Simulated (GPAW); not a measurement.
Input of a GPAW 26.7.0 run:

File run.py:

```python
from ase import Atoms
from ase.dft.bandgap import bandgap
from ase.io import write
from ase.units import Bohr, GPa
from gpaw import GPAW, PW
from gpaw.elf import elf_from_dft_calculation

atoms = Atoms(['Ti', 'Ti', 'O', 'O', 'O', 'O'],
              cell=[[2.706034, -2.706655, 0.0],
                    [2.706034, 2.706655, 0.0],
                    [-2.633531, 0.0, 4.796637]],
              scaled_positions=[[0.86589, 0.13411, 0.75],
                                [0.13411, 0.86589, 0.25],
                                [0.088755, 0.331221, 0.167149],
                                [0.911245, 0.668779, 0.832851],
                                [0.668779, 0.911245, 0.332851],
                                [0.331221, 0.088755, 0.667149]],
              pbc=True)

calc = GPAW(mode=PW(800),
            xc='PBE',
            kpts={'size': (8, 8, 6), 'gamma': True},
            occupations={'name': 'fermi-dirac', 'width': 0.05},
            nbands=43,
            convergence={'density': 1e-05, 'energy': 1e-05},
            maxiter=150,
            txt='gpaw.txt')
atoms.calc = calc
energy = atoms.get_potential_energy()
forces = atoms.get_forces()
stress = atoms.get_stress()
calc.write('gs.gpw')
write('result.traj', atoms)
print(f'Energy: {energy:.6f} eV')
print('Forces (eV/A):')
print(forces.round(4))
print('Stress (GPa):', (stress / GPa).round(3))
print('Fermi level:', round(calc.get_fermi_level(), 4), 'eV')
print(f'Gap: {bandgap(calc)[0]:.4f} eV, direct: {bandgap(calc, direct=True)[0]:.4f} eV')

# fields on the real-space grid
write('density.cube', atoms, data=calc.get_pseudo_density() * Bohr**3)
write('potential.cube', atoms, data=calc.get_electrostatic_potential())
write('elf.cube', atoms, data=elf_from_dft_calculation(calc).data)
```

Potentials or basis: GPAW PAW data sets (gpaw-data 1.2.1), pw.

Run with:

```sh
$ OMP_NUM_THREADS=1 python run.py
```

Problem. Estimate the pressure.

Solution. -0.7 GPa.

Problem. Predict the largest force.

Solution. 0.098 eV/Å.

Problem. Predict the band gap on the k mesh.

Solution. 2.08 eV, indirect (least direct gap 2.42 eV).

Forces in eV/Å, atoms in the order of the input:
```
Ti   0.000 -0.068  0.000
Ti   0.000  0.068  0.000
O   -0.002  0.025 -0.095
O    0.002 -0.025  0.095
O    0.002  0.025  0.095
O   -0.002 -0.025 -0.095
```

A k mesh can miss the band edges.
